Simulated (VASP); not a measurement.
# Cu (Cmcm) in VASP: single point with r2SCAN

Aim: the single point of Cu with r2SCAN.

All numbers are computed with VASP 6.6.1; they aren't measurements. Logs are shortened: lines on timing, memory, paths and dates and some standing lists are left out, and cuts for length are marked.

**1. The crystal as given**

It takes space group Cmcm (No. 63, orthorhombic). Conventional cell: a = 2.437 Å, b = 7.953 Å, c = 2.475 Å, α = 90.00°, β = 90.00°, γ = 90.00°. Cu (site symmetry m2m) has 10 Cu at 2.44 to 2.54 Å as nearest neighbours.

This isn't the form of Cu at room conditions, which is fcc.

**2. Single point, r2SCAN**

The input, POSCAR:

```
Cu
1.0
    1.2184636900     -3.9763780104      0.0000000000
    1.2184636900      3.9763780104      0.0000000000
    0.0000000000      0.0000000000      2.4754955235
Cu
2
Direct
    0.1338666500      0.8661333500      0.2500000000
    0.8661333500      0.1338666500      0.7500000000
```

The input, INCAR.step1:

```
SYSTEM = Cu
ALGO     = Normal         ! electronic algorithm
EDIFF    = 1E-4           ! SCF threshold, eV
ENCUT    = 520            ! plane-wave cutoff, eV
GGA      = PE             ! functional
ISMEAR   = 0              ! smearing method
LASPH    = .True.         ! aspherical terms in the spheres
LCHARG   = .False.        ! write CHGCAR
LREAL    = .False.        ! projectors in reciprocal space
LWAVE    = .True.         ! write WAVECAR
NBANDS   = 18             ! bands
NELM     = 100            ! most SCF steps
PREC     = Accurate       ! precision mode
SIGMA    = 0.1            ! smearing width, eV
```

The input, INCAR.step2:

```
SYSTEM = Cu
ALGO     = Normal         ! electronic algorithm
EDIFF    = 1E-7           ! SCF threshold, eV
ENCUT    = 520            ! plane-wave cutoff, eV
ISIF     = 2              ! what is computed and relaxed
ISMEAR   = 0              ! smearing method
ISTART   = 1            
LASPH    = .True.         ! aspherical terms in the spheres
LCHARG   = .True.         ! write CHGCAR
LELF     = .True.         ! ELF
LMIXTAU  = .True.       
LREAL    = .False.        ! projectors in reciprocal space
LVHAR    = .True.       
LWAVE    = .False.        ! write WAVECAR
METAGGA  = R2SCAN         ! meta-GGA
NBANDS   = 18             ! bands
NELM     = 100            ! most SCF steps
PREC     = Accurate       ! precision mode
SIGMA    = 0.1            ! smearing width, eV
```

The input, KPOINTS:

```
k-points
0
Gamma
  8 8 8
  0 0 0
```

Potentials or basis: VASP PAW PBE potentials, release 64 (Cu).

Started as:

```sh
$ cat potpaw_PBE.64/Cu/POTCAR > POTCAR
$ cp INCAR.step1 INCAR
$ mpirun -np 1 vasp_std > vasp.out
$ cp INCAR.step2 INCAR
$ mpirun -np 1 vasp_std > vasp.out
```

OUTCAR:

```text
SYSTEM = Cu
   EDIFF = 1E-7
   ENCUT = 520
   ISIF = 2
   ISMEAR = 0
   ISTART = 1
   LASPH = .True.
   LREAL = .False.
   METAGGA = R2SCAN
   NELM = 100
   PREC = Accurate

 ion  position               nearest neighbor table
   1  0.134  0.866  0.250-   2 2.46   2 2.46   2 2.54   2 2.54   2 2.54   2 2.54
   2  0.866  0.134  0.750-   1 2.46   1 2.46   1 2.54   1 2.54   1 2.54   1 2.54

  LATTYP: Found a base centered orthorhombic cell.
 ALAT       =     2.4369273800
 B/A-ratio  =     3.2634357864
 C/A-ratio  =     1.0158265461

  Lattice vectors:

 A1 = (   1.2184636900,  -3.9763780104,   0.0000000000)
 A2 = (   1.2184636900,   3.9763780104,   0.0000000000)
 A3 = (   0.0000000000,   0.0000000000,   2.4754955235)

Analysis of symmetry for initial positions (statically):
=====================================================================
 Subroutine PRICEL returns:
 Original cell was already a primitive cell.

 Routine SETGRP: Setting up the symmetry group for a
 base centered orthorhombic supercell.

 Subroutine GETGRP returns: Found  8 space group operations
 (whereof  4 operations were pure point group operations)
 out of a pool of  8 trial point group operations.

The static configuration has the point symmetry C_2h.
 The point group associated with its full space group is D_2h.

Analysis of symmetry for dynamics (positions and initial velocities):
=====================================================================
 Subroutine PRICEL returns:
 Original cell was already a primitive cell.

 Routine SETGRP: Setting up the symmetry group for a
 base centered orthorhombic supercell.

 Subroutine GETGRP returns: Found  8 space group operations
 (whereof  4 operations were pure point group operations)
 out of a pool of  8 trial point group operations.

The dynamic configuration has the point symmetry C_2h.
 The point group associated with its full space group is D_2h.

 Subroutine INISYM returns: Found  8 space group operations
 (whereof  4 operations are pure point group operations),
 and found     1 'primitive' translations

----------------------------------------------------------------------------------------

                                     Primitive cell

  volume of cell :      23.9879

  direct lattice vectors                    reciprocal lattice vectors
     1.218463690 -3.976378010  0.000000000     0.410352811 -0.125742572  0.000000000
     1.218463690  3.976378010  0.000000000     0.410352811  0.125742572  0.000000000
     0.000000000  0.000000000  2.475495523     0.000000000  0.000000000  0.403959527

  length of vectors
     4.158874348  4.158874348  2.475495523     0.429186001  0.429186001  0.403959527

  position of ions in fractional coordinates (direct lattice)
     0.133866650  0.866133350  0.250000000
     0.866133350  0.133866650  0.750000000

  ion indices of the primitive-cell ions
   primitive index   ion index
                 1           1
                 2           2

----------------------------------------------------------------------------------------

 KPOINTS: k-points

Automatic generation of k-mesh.
 Grid dimensions read from file:
 generate k-points for:    8    8    8

 Generating k-lattice:

  Cartesian coordinates                     Fractional coordinates (reciprocal lattice)
     0.051294101 -0.015717822  0.000000000     0.125000000 -0.000000000  0.000000000
     0.051294101  0.015717822  0.000000000    -0.000000000  0.125000000  0.000000000
     0.000000000  0.000000000  0.050494941     0.000000000  0.000000000  0.125000000

  Length of vectors
     0.053648250  0.053648250  0.050494941

  Shift w.r.t. Gamma in fractional coordinates (k-lattice)
     0.000000000  0.000000000  0.000000000

 Subroutine IBZKPT returns following result:
 ===========================================

 Found    105 irreducible k-points:

 Following reciprocal coordinates:
            Coordinates               Weight
  0.000000  0.000000  0.000000      1.000000
  0.125000  0.000000  0.000000      4.000000
  0.250000  0.000000  0.000000      4.000000
  0.375000  0.000000  0.000000      4.000000
  0.500000  0.000000  0.000000      2.000000
  0.125000  0.125000  0.000000      2.000000
[... 16 lines left out ...]
  0.125000  0.000000  0.125000      8.000000
  0.250000  0.000000  0.125000      8.000000
 [... further k-points ...]
   k-points           NKPTS =    105   k-points in BZ     NKDIM =    105   number of bands    NBANDS=     18
   number of dos      NEDOS =    301   number of ions     NIONS =      2
   total plane-waves  NPLWV =  18432
   dimension x,y,z NGX =    32 NGY =   32 NGZ =   18
   dimension x,y,z NGXF=    64 NGYF=   64 NGZF=   36
   ions per type =               2
   NGX,Y,Z   is equivalent  to a cutoff of  12.79, 12.79, 12.09 a.u.
   NGXF,Y,Z  is equivalent  to a cutoff of  25.58, 25.58, 24.18 a.u.
 SYSTEM =  Cu
   PREC   = accura    normal or accurate (medium, high low for compatibility)
   ISTART =      1    job   : 0-new  1-cont  2-samecut
   ICHARG =      0    charge: 1-file 2-atom 10-const
   ISPIN  =      1    spin polarized calculation?
   LNONCOLLINEAR =      F non collinear calculations
   LSORBIT =      F    spin-orbit coupling
   LASPH  =      T    aspherical Exc in radial PAW
   ENCUT  =  520.0 eV  38.22 Ry    6.18 a.u.   7.73  7.73  4.60*2*pi/ulx,y,z
   NELM   =    100;   NELMIN=  2; NELMDL=  0     # of ELM steps
   EDIFF  = 0.1E-06   stopping-criterion for ELM
   LREAL  =      F    real-space projection
   EDIFFG = 0.1E-05   stopping-criterion for IOM
   NSW    =      0    number of steps for IOM
   IBRION =     -1    ionic relax: 0-MD 1-quasi-New 2-CG
   NFREE  =      0    steps in history (QN), initial steepest desc. (CG)
   ISIF   =      2    stress and relaxation
   ISYM   =      2    0-nonsym 1-usesym 2-fastsym
   POTIM  = 0.5000    time-step for ionic-motion
   TEBEG  =    0.0;   TEEND  =   0.0 temperature during run
   PSTRESS=    0.0 pullay stress
   NELECT =      22.0000    total number of electrons
   NUPDOWN=      -1.0000    fix difference up-down
   EMIN   =  10.00;   EMAX   =-10.00  energy-range for DOS
   EFERMI =   0.00;   METHOD = LEGACY
   ISMEAR =     0;   SIGMA  =   0.10  broadening in eV -4-tet -1-fermi 0-gaus
   EFERMI_NEDOS =   21; number of points for ismear=-14 and -15
   IALGO  =     38    algorithm
   IMIX   =      4    mixing-type and parameters
     AMIX     =   0.40;   BMIX     =  1.00
     AMIX_MAG =   1.60;   BMIX_MAG =  1.00
  volume/ion in A,a.u.               =      11.99        80.94
  Fermi-wavevector in a.u.,A,eV,Ry     =   1.590566  3.005733 34.421366  2.529899
  Thomas-Fermi vector in A             =   2.689241
   LORBIT       =      0    0 simple, 1 ext, 2 COOP (PROOUT), +10 PAW based schemes
   METAGGA = R2SCAN    functional components
   LHFCALC =     F    Hartree Fock is set to
   AEXX    =    0.0000 exact exchange contribution
   IVDW    =     0    specifies the selected vdW correction
   LEPSILON=     F    determine dielectric tensor
   LRPA    =     F    only Hartree local field effects (RPA)
 non-spin polarized calculation
 Gauss-broadening in eV      SIGMA  =   0.10
  energy-cutoff  :      520.00
  volume of cell :       23.99
 maximum number of plane-waves:       670
   NGX = 15   NGY = 15   NGZ =  9

 number of electron      21.9999988 magnetization

 Free energy of the ion-electron system (eV)
  ---------------------------------------------------
  ext. energy  EPLUGINS =         0.00000000
  ---------------------------------------------------
  free energy    TOTEN  =       -21.32648607 eV

  energy without entropy =      -21.32156671  energy(sigma->0) =      -21.32402639

 E-fermi :   7.2550     XC(G=0): -13.5795

 val. band max:        7.2491767897   @ k =  -0.3750   0.1250   0.0000
 cond. band min:       7.2602006762   @ k =   0.3750   0.2500   0.2500
 fundamental gap:      0.0110238865
 Fermi energy:         7.2549709208

 k-point     1 :       0.0000    0.0000    0.0000
  band No.  band energies     occupation
      1      -2.3195      2.00000
      2       2.0822      2.00000
      3       2.8690      2.00000
      4       3.3582      2.00000
      5       4.0709      2.00000
      6       4.3305      2.00000
[... 10 lines left out ...]
     17      27.4573      0.00000
     18      29.6144      0.00000

 k-point     2 :       0.1250    0.0000    0.0000
  band No.  band energies     occupation
      1      -1.8549      2.00000
      2       2.2437      2.00000
      3       3.0372      2.00000
      4       3.5156      2.00000
      5       4.1206      2.00000
      6       4.2880      2.00000
[... 10 lines left out ...]
     17      28.3256      0.00000
     18      31.7174      0.00000

 k-point     3 :       0.2500    0.0000    0.0000
  band No.  band energies     occupation
      1      -0.5460      2.00000
      2       2.5601      2.00000
      3       3.3868      2.00000
      4       3.4728      2.00000
      5       4.0527      2.00000
      6       4.2300      2.00000
[... 10 lines left out ...]
     17      28.8740      0.00000
     18      32.0177      0.00000

 k-point     4 :       0.3750    0.0000    0.0000
  band No.  band energies     occupation
      1       1.1682      2.00000
      2       2.5895      2.00000
      3       3.2427      2.00000
      4       3.7268      2.00000
      5       4.0984      2.00000
      6       4.2956      2.00000
[... 375 lines left out ...]
      4       3.3994      2.00000
      5       3.9793      2.00000
      6       4.4086      2.00000
[... 10 lines left out ...]
     17      28.1046      0.00000
     18      28.9543      0.00000

 k-point    23 :       0.1250    0.0000    0.1250
  band No.  band energies     occupation
      1      -1.4432      2.00000
      2       2.4686      2.00000
      3       3.0842      2.00000
      4       3.5693      2.00000
      5       4.0170      2.00000
      6       4.1414      2.00000
[... 10 lines left out ...]
     17      27.9659      0.00000
     18      30.4757      0.00000

 k-point    24 :       0.2500    0.0000    0.1250
  band No.  band energies     occupation
      1      -0.1652      2.00000
      2       2.7708      2.00000
      3       3.3839      2.00000
      4       3.4486      2.00000
      5       4.0669      2.00000
      6       4.0961      2.00000
[... 10 lines left out ...]
     17      28.2002      0.00000
     18      32.4572      0.00000

 [... further k-points ...]

------------------------ aborting loop because EDIFF is reached ----------------------------------------

  FORCE on cell =-STRESS in cart. coord.  units (eV):
  Direction    XX          YY          ZZ          XY          YZ          ZX
  --------------------------------------------------------------------------------------
  -------------------------------------------------------------------------------------
  Total        0.2318483      0.0625625      0.0233972      0.0000000      0.0000000      0.0000000
  in kB       15.4853892      4.1786172      1.5627248      0.0000000      0.0000000      0.0000000
  external PRESSURE =       7.0755771 kB  Pullay stress =       0.0000000 kB

 VOLUME and BASIS-vectors are now :
 -----------------------------------------------------------------------------
  energy-cutoff  :      520.00
  volume of cell :       23.99
      direct lattice vectors                 reciprocal lattice vectors
     1.218463690 -3.976378010  0.000000000     0.410352811 -0.125742572  0.000000000
     1.218463690  3.976378010  0.000000000     0.410352811  0.125742572  0.000000000
     0.000000000  0.000000000  2.475495523     0.000000000  0.000000000  0.403959527

 POSITION                                       TOTAL-FORCE (eV/Angst)
 -----------------------------------------------------------------------------------
      1.21846      2.91177      0.61887         0.000000      0.014656      0.000000
      1.21846     -2.91177      1.85662         0.000000     -0.014656      0.000000
 -----------------------------------------------------------------------------------
    total drift:                                0.000000      0.000000      0.000000

  FREE ENERGIE OF THE ION-ELECTRON SYSTEM (eV)
  ---------------------------------------------------
  free  energy   TOTEN  =       -21.3264860744 eV

  energy  without entropy=      -21.3215667083  energy(sigma->0) =      -21.32402639
```

Run time: 2 min. Hardware: 1 thread of Intel Xeon Platinum 8488C (Sapphire Rapids), shared host; peak memory 0.17 GiB.

What came out:

* Free energy: -21.3265 eV
* Pressure: 0.7 GPa
* Largest force: 0.015 eV/Å
* Band gap on the k mesh: none (metal or under the smearing width)

Forces on the atoms (eV/Å):
```
Cu   0.000  0.015  0.000
Cu   0.000 -0.015  0.000
```

Caveat: the PAW data sets were made with another functional, which shifts forces and pressure a little.
